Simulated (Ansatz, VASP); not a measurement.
# GaSb: VASP beside Ansatz, part 2 of 2

One calculation is typed for both programs; each brings its own data sets. How far apart do they land? The cell is taken from a series of runs on this material, whose earlier steps may have relaxed, scaled, displaced or heated it; both programs get it as it stands.

VASP 6.6.1 and Ansatz 0.2.0.

So far: Set-up; VASP: zone-centre phonons, PBEsol.

**3. Ansatz: zone-centre phonons, PBEsol**

Level of this step: Ansatz beside VASP: Kohn-Sham DFT, plane waves, PBEsol (Ansatz).

Ansatz runs on its PAW soft_1 files.

The same cell, functional, mesh and smearing now go to Ansatz, which takes its cutoff from its data sets.

Input file input.yaml:

```yaml
crystal:
  lattice:
    - [-0.0643270769, 2.9978646698, 3.1085207498]
    - [2.9978646698, -0.0643270769, 3.1085207498]
    - [2.9335375928, 2.9335375928, 0.0]
  atoms:
    - { symbol: Ga, position: [0.0032576611, 0.0032576611, -0.0032576611] }
    - { symbol: Sb, position: [0.7467423389, 0.7467423389, 0.7532576611] }
kpoints:
  mp_grid: { grid: [12, 12, 12] }
hamiltonian:
  xc: pbesol
  pseudopotentials: { kind: paw, azcp: { folder: soft_1 }, xc_functional: pbe }
scf:
  occupations: { method: methfessel_paxton, width: 0.2 }
output:
  eigenvalues: true
phonons:
  method: dfpt
```

Run with:

```console
ansatz run input.yaml --threads 4 --pin off --max-ram 10240MiB --backend cpu --events-out ev --progress --plain --runs-dir out
```

Numbers of over 12 decimals in the logs are rounded to 6 here.

The log of the run:

```text
zone centre: on kpoints.mp_grid the ground state, and the responses unless they are solved on pairs of k-points, stand on 476 of the mesh's 1728 k-points, reduced under 2 symmetry operations, with k and −k counted as one. Each operation leaves every solved displacement unchanged or reverses it
Engine: ansatz 0.2.0, aarch64-unknown-linux-gnu
Pseudopotentials: kind: paw
Pseudopotential: Ga, paw, valence charge 13, recommended cutoff 420 eV (normal), soft_1/Ga.paw.azcp
Pseudopotential: Sb, paw, valence charge 15, recommended cutoff 420 eV (normal), soft_1/Sb.paw.azcp
Functional definition: PBEsol
  exchange = pbesol_x
  correlation = pbesol_c
Crystal: 2 atoms, lattice volume = 55.848 Å³
Basis set: ecut = 420 eV, 1083 PW (Γ), exchange–correlation on 60×60×60 points (8 copies of the dense FFT grid, shifted against one another)
Bands: 18, of which v1, the nominal top of the filled ones, is band 14 counted from 1 (13 counted from 0)
Symmetry: 4 space group operations
k-points: 476 of 1728 (irreducible under 2 space group operations, time reversal used)
Non-local potential: Ga, projectors of the file, l = 0: 2, l = 1: 2, l = 2: 3, l = 3: 1
Non-local potential: Sb, projectors of the file, l = 0: 2, l = 1: 2, l = 2: 2, l = 3: 1
PAW form: soft (Blöchl's): semilocal exchange-correlation on the pseudo side does not see the compensation charge
PAW frozen core: Ga, regenerated for the run's functional, and the local potential with it (the file was generated under x = pbe(κ = 0.804, μ = 0.219515), c = pbe(β = 0.066725))
PAW frozen core: Sb, regenerated for the run's functional, and the local potential with it (the file was generated under x = pbe(κ = 0.804, μ = 0.219515), c = pbe(β = 0.066725))
PAW one-centre angular grid: Ga, 590 points (default); XC on 64 Gauss nodes
PAW one-centre angular grid: Sb, 590 points (default); XC on 64 Gauss nodes
Initial density: superposition of atomic densities (chi_scale 0.1, normalization cell, long waves kept (reshape's long-wave potential 0.00 eV rms))
Initial wavefunctions: pseudopotential atomic-orbital guess
Functional: x = pbesol(κ = 0.804, μ = 0.123457), c = pbesol(β = 0.046)
SCF iter   1: F=—  HF=-10151.677684 eV  |F-HF|=—  |Δ(HF+E_count)|=         —  Δρ=3.22e-2  dr2=4.18e-1  ethr=3.10e-3  ⟨swp⟩=5.6  Hψ=44017  notcnv=0
preconditioner: auto → Kerker (q_TF=auto, 2.432 Å⁻¹)  [metal: Δε(μ)=0.072 eV  Ē_g=14.813 eV  σ=0.200 eV  W_gap=0.30  n_scr=14 (ndim 8)  ℏωp=21.1 eV  f_vac=0.005  D(μ)=0.05/eV (n_scr^D=0)]
SCF iter   2: F=—  HF=-10151.633246 eV  |F-HF|=—  |Δ(HF+E_count)|=   4.44e-2  S|Δr|=    0.00e0  Δρ=2.01e-2  dr2=1.94e-1  ethr=1.49e-3  ⟨swp⟩=1.0  Hψ=12380  notcnv=0
SCF iter   3: F=—  HF=-10151.590307 eV  |F-HF|=—  |Δ(HF+E_count)|=   4.29e-2  S|Δr|=    0.00e0  Δρ=3.29e-3  dr2=1.39e-2  ethr=6.94e-4  ⟨swp⟩=1.7  Hψ=10929  notcnv=0
SCF iter   4: F=—  HF=-10151.591100 eV  |F-HF|=—  |Δ(HF+E_count)|=   7.93e-4  S|Δr|=    0.00e0  Δρ=1.38e-3  dr2=2.36e-3  ethr=4.95e-5  ⟨swp⟩=2.0  Hψ=12370  notcnv=0
SCF iter   5: F=—  HF=-10151.592082 eV  |F-HF|=—  |Δ(HF+E_count)|=   9.83e-4  S|Δr|=    0.00e0  Δρ=1.34e-3  dr2=7.17e-4  ethr=8.44e-6  ⟨swp⟩=2.0  Hψ=12854  notcnv=0
SCF iter   6: F=—  HF=-10151.591490 eV  |F-HF|=—  |Δ(HF+E_count)|=   5.92e-4  S|Δr|=    0.00e0  Δρ=2.71e-4  dr2=2.40e-5  ethr=2.56e-6  ⟨swp⟩=2.0  Hψ=12854  notcnv=0
SCF iter   7: F=—  HF=-10151.591562 eV  |F-HF|=—  |Δ(HF+E_count)|=   7.17e-5  S|Δr|=    0.00e0  Δρ=6.87e-5  dr2=2.15e-6  ethr=8.57e-8  ⟨swp⟩=2.0  Hψ=12867  notcnv=0
SCF iter   8: F=—  HF=-10151.591565 eV  |F-HF|=—  |Δ(HF+E_count)|=   3.52e-6  S|Δr|=    0.00e0  Δρ=1.38e-5  dr2=1.34e-7  ethr=7.69e-9  ⟨swp⟩=2.5  Hψ=12743  notcnv=0
SCF iter   9: F=—  HF=-10151.591566 eV  |F-HF|=—  |Δ(HF+E_count)|=   1.79e-7  S|Δr|=    0.00e0  Δρ=6.24e-6  dr2=4.21e-8  ethr=4.77e-10  ⟨swp⟩=2.0  Hψ=12856  notcnv=0
SCF iter  10: F=—  HF=-10151.591566 eV  |F-HF|=—  |Δ(HF+E_count)|=   4.60e-8  S|Δr|=    0.00e0  Δρ=2.00e-6  dr2=4.32e-9  ethr=1.50e-10  ⟨swp⟩=2.0  Hψ=10475  notcnv=0
SCF iter  11: F=—  HF=-10151.591566 eV  |F-HF|=—  |Δ(HF+E_count)|=   2.46e-9  S|Δr|=    0.00e0  Δρ=6.76e-7  dr2=2.80e-10  ethr=1.54e-11  ⟨swp⟩=2.0  Hψ=10481  notcnv=0
SCF iter  12: F=—  HF=-10151.591566 eV  |F-HF|=—  |Δ(HF+E_count)|=  2.02e-10  S|Δr|=    0.00e0  Δρ=2.05e-7  dr2=2.86e-11  ethr=1.00e-12  ⟨swp⟩=2.0  Hψ=15245  notcnv=0
SCF iter  13: F=-10151.591566 eV  HF=-10151.591566 eV  |F-HF|=1.82e-12  |Δ(HF+E_count)|=  1.82e-11  S|Δr|=    0.00e0  Δρ=7.50e-8  dr2=5.11e-12  ethr=1.00e-12  ⟨swp⟩=6.0  Hψ=38055  notcnv=0
SCF 1 converged in 13 iterations: F = -10151.591566 eV  dr2 = 5.11e-12
  greatest PAW one-centre occupation: 0.996 electrons in one spin orbital (limit 2), on the Sb atom at site 1 (counted from 0), in its partial waves of l = 2
DFPT response loops at Γ: preconditioner auto → Kerker (q_TF=auto, 2.432 Å⁻¹) (partly filled bands, converged f_vac=0.068); β = 1.00, the filter's whole step (`scf.mixing.beta` (0.50) is not read by the response loops under this deck's `scf.mixing.preconditioner`; to damp them name `kerker` or `kerker_dos`, under which they read `scf.mixing.beta`, and type it under 1.00, their step now; both keys bind the ground state too); Broyden in place of MSR1
SCF converged after 13 iterations
Stability not checked: this state was not tested for a lower state beside it, because cold or Methfessel-Paxton smearing, or corrected tetrahedra, fill the levels in a way that the test cannot read (fill_not_monotonic; see scf.lower_state_search)
Free energy (F): -10151.591566 eV
Harris-Foulkes:  -10151.591566 eV  (|F-HF|=1.82e-12)
Internal energy: -10151.591564 eV  (E = F + TS)
E sigma→0 (E₀):  -10151.591565 eV
Entropy (-TS):   -0.000002 eV (-0.001 meV/atom)
Fermi energy:    8.196729 eV
Step filling:    the computed levels leave a gap of 0.0394 eV = 0.2 smearing widths at the electron count; against every level under it full and every level over it empty, smearing changes F+E_penalty+E_count by -0.103 meV and its σ→0 estimate by -0.102 meV
--- Per-component energies (eV) ---
  E_band       = -253.637694
  E_kinetic    = 276.337751
  E_local      = -3346.910641  (includes V_loc(G=0)·N_el)
  E_nonlocal   = 299.862575
  E_hartree    = 1714.865933
  E_xc         = -160.652319
  E_vxc        = -146.436982  (∫ρ·V_xc dr)
  E_paw        = -6420.914422  (= ΣΔE_a)
  E_vpaw       = -766.222190  (= ΣTr[D̂ρ^β])
  E_aug_tail   = -0.000069  (compensation charges beyond the density's cutoff)
  E_ewald      = -2515.375208
  E_core_change = 1.194834  (= ΣΔE_core)
  E_smearing   = -0.000002  (= −TS)
  E_closure    = -0.000000  (closes the sum)
  Σ components = -10151.591566   (vs F -10151.591566, Δ=0.00e0)
--- Band table (eV; the first three rows and the last of 476) ---
  k-point 0: bands = [... 10 lower, -3.6696, 7.8100, 7.8877, 8.1348, 8.2877, 10.5628, 10.9005, 10.9375]
  k-point 1: bands = [... 10 lower, -3.5928, 6.8036, 7.7657, 7.8664, 8.8872, 10.7495, 10.9709, 11.2991]
  k-point 2: bands = [... 10 lower, -3.3666, 5.3999, 7.4947, 7.5234, 8.9147, 11.1708, 11.2902, 12.1943]
  k-point 475: bands = [... 10 lower, -1.2203, 0.9699, 5.2574, 5.7488, 8.8093, 9.5068, 16.7528, 16.9422]
--- Phonons (Γ-DFPT): 4 representative perturbations + reference, on 476 of 1728 k-points (Σ response iterations 12) ---
  k mesh reduced under 2 symmetry operations, with k and −k counted as one. Each operation leaves every solved displacement unchanged or reverses it
  ASR residual: 8.336e-6 → 0.000e0 eV/Å²; symmetrization residual: 1.061e-6 eV/Å²
  ASR residual per site (eV/Å²): 7.16e-6 8.34e-6
  Γ frequencies (cm⁻¹): 0.00 0.00 0.00 222.05 224.52 225.61
  non-analytic LO–TO correction: not included (Born effective charges unavailable; polar crystals: no LO–TO splitting at Γ)
```

**4. Side by side**

Known differences besides the potentials themselves: the data sets hold 28 valence electrons in Ansatz (on its PAW soft_1 files) and 18 in VASP; the cutoff is 420 eV in Ansatz and 500 eV in VASP; Ansatz makes its cores anew for this functional, VASP keeps those of its PBE data sets. Total energies have different zeros and are not compared.

Compared:

```csv
quantity,Ansatz,VASP,difference
optical mode 1 (cm⁻¹),222.1,223.5,-0.65 %
optical mode 2 (cm⁻¹),224.5,225.6,-0.46 %
optical mode 3 (cm⁻¹),225.6,226.7,-0.49 %
```

Modes are paired by rising frequency, not by their patterns, so a pair may set unlike modes beside each other; they are those without the splitting of longitudinal modes.

**5. Results**

```yaml
r_m_s_difference_of_the_optical_zone_centre_modes_each_program_s_sorted_by_frequency_zone_centre_phonons_pbesol: 1.2 cm⁻¹
difference_in_optical_mode_1_zone_centre_phonons_pbesol: -0.6 %
```

**Reading.** The r.m.s. difference of the optical zone-centre modes, each program's sorted by frequency is 1.2 cm⁻¹ (zone-centre phonons, PBEsol). The data sets hold unlike numbers of valence electrons (28 in Ansatz and 18 in VASP), so part of the differences comes from the potentials. Among the rows given in per cent, the largest difference of the zone-centre phonons, PBEsol pair is in optical mode 1, -0.6 %. Such differences can come from data sets, numerical settings and the points named under the comparisons, not from the functional's error against experiment.

[Lines on the potential files, build, host, timing and source positions are cut from VASP's logs without a mark.]

[Logs are printed without paths, hosts, clocks, repeated set-up lines and the standing remarks that a program may print on its own settings, such as how far it seeks lower states.]

[Hosts, paths, dates, database ids (printed as entryN), source tags and the programs' standing remarks are cut or masked in the printed files.]
